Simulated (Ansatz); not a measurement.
# Co in Ansatz: a series of runs, part 2 of 2

Ansatz 0.2.0.

## (3) Single point, PBE, collinear spin, ferromagnetic start (the (1 1 1) slab of Co, cut from the database cell, not relaxed)

File input.yaml:

```yaml
crystal:
  lattice:
    - [2.539503294, 0.0, 0.0]
    - [-1.269751647, 2.1992743656, 0.0]
    - [0.0, 0.0, 25.3674787838]
  atoms:
    - { symbol: Co, position: [0.6666666667, 0.3333333333, 0.2956541351], spin: 3.5 }
    - { symbol: Co, position: [0.3333333333, 0.6666666667, 0.3773924811], spin: 3.5 }
    - { symbol: Co, position: [0.0, 0.0, 0.459130827], spin: 3.5 }
    - { symbol: Co, position: [0.6666666667, 0.3333333333, 0.540869173], spin: 3.5 }
    - { symbol: Co, position: [0.3333333333, 0.6666666667, 0.6226075189], spin: 3.5 }
    - { symbol: Co, position: [0.0, 0.0, 0.7043458649], spin: 3.5 }
hamiltonian:
  xc: pbe
  pseudopotentials: { kind: paw }
magnetization:
  spin_polarized: true
kpoints:
  mp_grid: { grid: [12, 12, 1] }
scf:
  occupations: { method: fermi_dirac, width: 0.05 }
output:
  forces: true
  eigenvalues: true
efield:
  axis: 3
  dipole_correction: true
  ramp_width: 0.04
```

Potentials or basis: Ansatz PAW.

Launch:

```
$ ansatz run input.yaml --threads 4 --pin off --max-ram 11264MiB --backend cpu --events-out ev --progress --plain --runs-dir out
```

Log:

```text
Warning: where an SCF of this run starts from atoms to list the orders of its open shells, Co (sites 0, 1, 2, 3, 4, 5, from 0) starts with 3.00 μB on its 3d shell, in the place of the 3.50 μB that the deck gives it: its open shells can hold no more by Hund's first rule. To start from spheres of the given moment, type scf.initial_density.shell_occupations: []
Warning: RAYON_NUM_THREADS=4 ignored (pool sized by the plan → 4); use --threads N
Engine: ansatz 0.2.0, aarch64-unknown-linux-gnu
Pseudopotentials: kind: paw
Pseudopotential: Co, paw, valence charge 17, recommended cutoff 420 eV (normal), Co.paw.azcp
Functional definition: PBE
  parameter kappa = 0.804
  parameter beta = 0.06672455060314922
  exchange = pbe_x(kappa = kappa, mu = beta*pi^2/3)
  correlation = pbe_c(beta = beta)
Crystal: 6 atoms, lattice volume = 141.679 Å³
Basis set: ecut = 420 eV, 2827 PW (Γ), exchange–correlation on 36×36×360 points (8 copies of the dense FFT grid, shifted against one another)
Bands: 74, of which v1, the nominal top of the filled ones, is band 51 counted from 1 (50 counted from 0)
Symmetry: 6 space group operations
k-points: 19 of 144 (time reversal used)
Non-local potential: Co, projectors of the file, l = 0: 3, l = 1: 2, l = 2: 3, l = 3: 1
PAW form: soft (Blöchl's): semilocal exchange-correlation on the pseudo side does not see the compensation charge
PAW one-centre angular grid: Co, 590 points (default); XC on 64 Gauss nodes
Initial density: superposition of atomic densities (neutral atoms: chi_scale 0, normalization atom)
Starting moments: Σ|m| = 21 μB on 6 of 6 sites
Initial wavefunctions: pseudopotential atomic-orbital guess
Functional: x = pbe(κ = 0.804, μ = 0.2195149727645171), c = pbe(β = 0.06672455060314922)
SCF iter   1: F=—  HF=-30753.842450 eV  |F-HF|=—  |Δ(HF+E_count)|=         —  Δρ=1.06e-1 (↑1.06e-1 ↓5.24e-2)  dr2=9.21e0  dr2_m=7.65e0  M=11.337 μB ∫|m|=11.832 μB  β_m=0.81  ethr=3.10e-3  p=-0.000 e·Å  D=-2.22e-13 V/Å  ΔV_dip=0.00 eV  dr2_dipole=1.65e-8  V_vac-E_F(+/−)=7.32/7.32 eV  ⟨swp⟩=11.8  Hψ=15232  notcnv=0  defer=41
Mixer restart at iter 1: flushing history
efield: sawtooth ramp at fractional position 0.9800 (placed from the atoms, in the widest stretch of the axis that holds none; the zero of the levels goes with the place), width 0.0400; the density the first Hamiltonian is built on has a dipole p = -0.000 e·Å; the dipole correction subtracts the counter field D = -2.22e-13 V/Å, which shifts the + side's vacuum level by +0.00 eV against the − side's; the planar-averaged density in the ramp window peaks in size at 3.4e-5 e/Å³
preconditioner: auto → LDOS  [metal: Δε(μ)=0.014 eV  Ē_g=9.465 eV  σ=0.050 eV  W_gap=0.07  n_scr=20 (ndim 8)  ℏωp=22.9 eV  f_vac=0.463  D(μ)=8.10/eV (n_scr^D=90)]
spin=Collinear: LDOS preconditioning applied to the charge; magnetization (m = ρ↑ − ρ↓) channel mixes plain (no charge-response kernel on spin).
SCF iter   2: F=—  HF=-30752.405797 eV  |F-HF|=—  |Δ(HF+E_count)|=    1.44e0  Δρ=1.50e-2 (↑1.50e-2 ↓1.37e-2)  dr2=6.04e-1  dr2_m=2.05e-1  M=11.110 μB ∫|m|=12.012 μB  β_m=0.34  ethr=3.10e-3  p=0.000 e·Å  D=1.57e-5 V/Å  ΔV_dip=-0.00 eV  dr2_dipole=8.98e-7  V_vac-E_F(+/−)=6.56/6.56 eV  ⟨swp⟩=2.7  Hψ=5014  notcnv=0  defer=320
density mixer auto → msr1: a metal under ldos (density of states about μ 2.96 of a free-electron gas's, 20 screened modes)
[... 18 lines left out ...]
Spin contamination: 0.2309 ħ² per cell (⟨S²⟩ above its minimum at these occupations)
Per-site moments (μB) at R_I (Å): [(1.8553221188100788, 1.047545108775414), (1.8074505862079566, 1.0475451083155538), (1.7858959437713908, 1.0475451083155538), (1.785893802253601, 1.0475451083155531), (1.8074483736172449, 1.0475451083155531), (1.8553208288238385, 1.047545108775414)]
Free energy (F): -30755.176983 eV
Harris-Foulkes:  -30755.176983 eV  (|F-HF|=2.98e-8)
Internal energy: -30755.116514 eV  (E = F + TS)
E sigma→0 (E₀):  -30755.146748 eV
Entropy (-TS):   -0.060469 eV (-10.078 meV/atom)
Fermi energy:    6.058521 eV
Dipole field:    D = -0.000027 V/Å  (p = -0.000021 e·Å, saw-weighted, corrected)
Work function:   Φ+ = 5.0009 eV   Φ− = 5.0002 eV
Levels:          The Fermi level and band energies are counted from a zero that moves with the ramp; work functions are not
--- Per-component energies (eV) ---
  E_band       = -2749.746425
  E_kinetic    = 2706.273563
  E_local      = -206398.240502  (includes V_loc(G=0)·N_el)
  E_nonlocal   = 2731.263991
  E_hartree    = 101183.486108
  E_xc         = -946.722297
  E_vxc        = -1221.073719  (∫ρ·V_xc dr)
  E_paw        = -9093.540055  (= ΣΔE_a)
  E_vpaw       = -2935.010855  (= ΣTr[D̂ρ^β])
  E_aug_tail   = 0.000457  (compensation charges beyond the density's cutoff)
  E_efield     = 0.000000  (sawtooth field / dipole correction)
  E_vefield    = 0.000000  (∫n·V_field dr)
  E_ewald      = 79062.362221
  E_smearing   = -0.060469  (= −TS)
  E_closure    = -0.000000  (closes the sum)
  Σ components = -30755.176983   (vs F -30755.176983, Δ=0.00e0)
--- Forces (eV/Å), atoms counted from 1 ---
  atom   1  Co     0.00000000     0.00000000     0.69916492
  atom   2  Co    -0.00000000     0.00000000    -0.41923430
  atom   3  Co     0.00000000    -0.00000000     0.13463180
  atom   4  Co    -0.00000000     0.00000000    -0.13462969
  atom   5  Co     0.00000000    -0.00000000     0.41923489
  atom   6  Co    -0.00000000     0.00000000    -0.69916504
  max |Σ_I F_I| component: 2.59e-6 eV/Å
--- Band table (eV; the first three rows and the last of 38) ---
  k-point 0 ↑: bands = ["-90.1515", "-90.1476", "-90.1296", "-90.1130", "-89.9974", "-89.9974", "-53.4979", "-53.4606", "-53.3903", "-53.3221", "-53.2921", "-53.2921", "-53.2883", "-53.2883", "-53.2844", "-53.2733", "-53.2733", "-53.2632", "-53.2589", "-53.2589", "-53.1131", "-53.1131", "-53.1131", "-53.1131", "-2.5030", "-1.8438", "-0.8568", "0.1962", "0.8678", "1.0363", "3.1295", "3.1995", "3.2737", "3.2737", "3.3122", "3.3297", "3.3840", "3.3840", "3.4287", "3.4287", "3.4942", "3.4942", "3.6430", "3.6430", "3.6747", "3.6747", "4.1237", "4.2750", "4.2750", "4.2937", "4.2937", "4.4307", "4.4307", "4.6813", "4.6813", "4.9102", "4.9102", "5.0692", "5.0692", "5.5890", "6.0738", "10.7040", "10.8134", "12.0278", "12.5096", "14.0413", "14.5535", "16.8417", "17.1740", "20.1643", "20.3073", "23.8539", "23.8823", "27.0935"]
  k-point 1 ↑: bands = ["-90.1492", "-90.1456", "-90.1279", "-90.1116", "-89.9956", "-89.9956", "-53.4930", "-53.4576", "-53.3905", "-53.3273", "-53.3036", "-53.2989", "-53.2959", "-53.2918", "-53.2891", "-53.2808", "-53.2763", "-53.2680", "-53.2647", "-53.2614", "-53.1257", "-53.1257", "-53.1162", "-53.1162", "-2.2719", "-1.6200", "-0.6443", "0.3944", "1.0453", "1.1934", "3.0192", "3.0800", "3.1593", "3.1921", "3.3049", "3.3450", "3.3693", "3.4470", "3.4713", "3.4834", "3.5000", "3.5851", "3.5936", "3.6542", "3.7212", "3.7680", "3.7825", "4.1662", "4.1789", "4.2821", "4.3136", "4.4167", "4.4411", "4.5293", "4.6831", "4.7238", "4.9148", "5.0771", "5.2468", "6.2062", "6.8096", "10.9194", "10.9995", "12.2344", "12.6442", "14.2416", "14.7272", "17.0383", "17.3629", "20.3573", "20.5026", "24.0368", "24.0772", "25.3341"]
  k-point 2 ↑: bands = ["-90.1430", "-90.1400", "-90.1231", "-90.1080", "-89.9907", "-89.9907", "-53.4794", "-53.4499", "-53.3952", "-53.3529", "-53.3342", "-53.3255", "-53.3109", "-53.3063", "-53.3012", "-53.2930", "-53.2846", "-53.2791", "-53.2694", "-53.2683", "-53.1598", "-53.1598", "-53.1247", "-53.1247", "-1.6044", "-0.9818", "-0.0564", "0.9149", "1.4993", "1.6032", "2.6906", "2.8311", "2.8736", "3.0088", "3.0772", "3.2508", "3.3767", "3.4017", "3.4629", "3.5700", "3.6032", "3.6295", "3.7070", "3.7463", "3.7912", "3.8917", "3.9158", "4.0081", "4.0232", "4.1637", "4.1941", "4.3223", "4.4617", "4.4938", "4.6841", "4.9256", "5.0533", "5.0975", "5.9571", "7.2187", "8.1086", "11.5389", "11.5652", "12.8532", "13.0806", "14.8509", "15.2533", "17.6279", "17.9241", "20.9039", "21.0582", "21.6532", "22.1970", "23.0253"]
  k-point 18 ↓: bands = ["-87.9252", "-87.9252", "-87.9136", "-87.9136", "-87.7385", "-87.7385", "-51.3292", "-51.3271", "-51.3271", "-51.2973", "-51.2959", "-51.2959", "-51.2718", "-51.2718", "-51.2237", "-51.2152", "-51.1970", "-51.1970", "-51.1122", "-51.1122", "-51.1022", "-51.1021", "-51.0382", "-51.0382", "3.4114", "3.4114", "3.4156", "3.5030", "3.5454", "3.5454", "3.5584", "3.6083", "3.6083", "3.9133", "3.9133", "4.4519", "4.4519", "4.4654", "4.5599", "5.0012", "5.0012", "5.1754", "5.1782", "6.1205", "6.1205", "6.1553", "6.2816", "6.2816", "6.7544", "6.7544", "6.8411", "6.9556", "6.9556", "6.9726", "11.3971", "11.4122", "11.4122", "11.6738", "11.6738", "12.2674", "12.3102", "13.3525", "13.3525", "13.4571", "14.0996", "14.0996", "15.4954", "15.4954", "16.8998", "17.6353", "17.6693", "17.6693", "18.8238", "18.9395"]
```

Wall time 22 s (4 threads of Arm Neoverse V1, shared host); peak memory 0.68 GiB.

Results:

* Free energy: -30755.1770 eV
* Largest force: 0.699 eV/Å
* Band gap on the k mesh: none (metal or under the smearing width)
* Net moment: 10.43 μB per cell
* Absolute moment: 11.50 μB per cell
* Site moments: Co +1.86, +1.81, +1.79 μB
* Work function of the upper face: 5.00 eV
* Work function of the lower face: 5.00 eV
* Dipole across the slab: 0.000 e·Å

Forces in eV/Å, atoms in the order of the input:
```
Co   0.000  0.000  0.699
Co   0.000  0.000 -0.419
Co   0.000  0.000  0.135
Co   0.000  0.000 -0.135
Co   0.000  0.000  0.419
Co   0.000  0.000 -0.699
```

Caveat: the cell was measured hot, at 1300 K.
